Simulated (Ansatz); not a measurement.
Zincblende BeS, relaxed with r2SCAN in Ansatz. Space group F-43m (No. 216), cubic; a = 4.869 Å in the conventional setting, 14.43 Å³ an atom. Be is surrounded by 4 S at 2.11 Å; S is surrounded by 4 Be at 2.11 Å.

The axes x, y and z are those of this cell:
```xyz
2
Lattice="0.0000 2.4343 2.4343 2.4343 0.0000 2.4343 2.4343 2.4343 0.0000" Properties=species:S:1:pos:R:3 pbc="T T T"
Be    0.0000    0.0000    0.0000
S     1.2172    1.2172    1.2172
```

Unstrained: The PBE gap is indirect, 3.135 eV (Γ to X), below the direct gap of 5.617 eV at Γ–K (0.10 of the way from Γ). With r2SCAN the valence top lies at Γ and the conduction bottom at X, 3.589 eV higher; the smallest vertical gap, at Γ, is 6.234 eV. The HSE06 gap is indirect, 4.085 eV (Γ to X), below the direct gap of 6.804 eV at Γ–K (0.10 of the way from Γ). Meshes: PBE 10×10×10, r2SCAN 10×10×10, HSE06 6×6×6. Strains are changes of length per length. After each strain the atoms were relaxed again with r2SCAN within the symmetry that the strain leaves, so tilts or polar shifts that break it weren't tested; points keep the names that they have in the unstrained zone. The values are computed, spin-unpolarised, and not measurements.

Q: Estimate what biaxial -0.87 % in x and y, z held does to the gap.

A: PBE: the gap goes from 3.135 to 3.058 eV (-0.077 eV); with r2SCAN the top three valence levels at Γ, degenerate before, become 2+1 from the top over 50 meV. r2SCAN: the gap goes from 3.589 to 3.510 eV (-0.079 eV). HSE06: the gap goes from 4.085 to 4.005 eV (-0.080 eV). The r2SCAN energy rises by 1.6 meV an atom.

Q: Estimate what uniaxial -0.65 % along x, other directions held does to the gap.

A: PBE: the gap goes from 3.135 to 3.065 eV (-0.070 eV); with r2SCAN the top three valence levels at Γ, degenerate before, become 1+2 from the top over 36 meV. r2SCAN: the gap goes from 3.589 to 3.516 eV (-0.073 eV). HSE06: the gap goes from 4.085 to 4.012 eV (-0.073 eV). The r2SCAN energy rises by 0.3 meV an atom.

Q: One strain changed the r2SCAN stress by xx -7.97, yy -7.97, zz -0.02 GPa (compression positive) and the gap by -0.546 eV (PBE), -0.567 eV (r2SCAN), -0.566 eV (HSE06). Which kind of strain was it, and roughly how large?

A: Epitaxial +5.38 % in the xy plane, free normal strain -4.40 %. The pattern of the stress gives the kind; the size needs the stiffness, so it is an estimate.

The meshes of the hybrids are coarse, so their gaps aren't converged to the digits shown.

The splittings at Γ are without spin-orbit coupling, which regroups them where it is of like size or larger.
